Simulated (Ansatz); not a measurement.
Runs of Ansatz 0.2.0 on CsSnI3. The structure is cubic, space group Pm-3m (No. 221). The conventional cell has a = 6.206 Å, b = 6.206 Å, c = 6.206 Å, α = 90.00°, β = 90.00°, γ = 90.00°. Cs (site symmetry m-3m) is surrounded by 12 I at 4.39 Å. I (site symmetry 4/mmm) has 2 Sn at 3.10 Å as nearest neighbours. Around Sn (site symmetry m-3m) lie 6 I at 3.10 Å. 

```tsv
task	level	cell	k mesh	cutoff (eV)	smearing	points for each segment of the path	gap on the mesh (eV)	pressure (GPa)
band structure	PBEsol	as given	5 × 5 × 5	420	fermi-dirac 0.05 eV	14	-	(a)
band structure	LDA	as given	5 × 5 × 5	420	fermi-dirac 0.05 eV	14	-	-1.6
relaxation of cell and atoms	PBEsol	relaxed	5 × 5 × 5	420	fermi-dirac 0.05 eV	-	1.69	0.0
band structure	r2SCAN	as given	5 × 5 × 5	500	fermi-dirac 0.05 eV	14	-	0.0
Born charges and dielectric tensor	PBE	as given	4 × 4 × 4	420	fixed	-	0.31	-
```

Alike in all rows: potentials or basis Ansatz PAW; no spin polarisation.

Q: Estimate the missing entries.

A: (a) -0.7.

Caveats: spin-orbit coupling is left out, which moves the levels of the heavy elements; the cell was measured hot, at 500 K (some runs); the PAW data sets come from PBE, with cores solved anew for the run's functional, which leaves a small shift of forces and pressure (some runs); odd divisions of the mesh miss points on the zone boundary, where band edges often lie, so the gap on the mesh can be too wide (some runs); the plane-wave basis is chosen anew once the cell has moved, so the energies of steps on either side of that aren't comparable (some runs); the gap is small at this level, which inflates the dielectric constant (some runs).

A k mesh can miss the band edges, and the runs leave out spin-orbit coupling on Cs, I, Sn.
